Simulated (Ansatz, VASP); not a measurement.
## BN in VASP and in Ansatz

```
B N
1.0
     0.00000    2.04618    1.70572
     1.70572    0.00000    1.70572
     1.70572    2.04618    0.00000
B N
1 1
Direct
  0.00000 0.00000 0.00000
  0.75000 0.75000 0.75000
```

Alike in both runs: task single point; functional PBE; k mesh 12 × 12 × 12; occupations gaussian, width 0.05 eV; no spin polarisation.

|  | VASP | Ansatz |
| --- | --- | --- |
| version | VASP 6.6.1 | Ansatz 0.2.0 |
| potentials or method | VASP PAW PBE potentials, release 64 (B, N) | scalar-relativistic, plane waves, PAW |
| plane-wave cutoff (eV) | 520 | 520 |
| valence electrons in the cell | 8 | 8 |

VASP gave:

* gap on the k mesh at the Fermi level (eV): 2.78
* least direct gap on the mesh (eV): 6.95
* pressure (GPa): 0.6
* largest component of the traceless stress (GPa): 92.53

Problem. Estimate Ansatz's values.

Solution. gap on the k mesh at the Fermi level (eV): 2.79; least direct gap on the mesh (eV): 6.96; pressure (GPa): 0.4; largest component of the traceless stress (GPa): 92.49.

With one functional, cell and mesh, what is left measures potentials, basis and numerics.

A k mesh can miss the band edges.
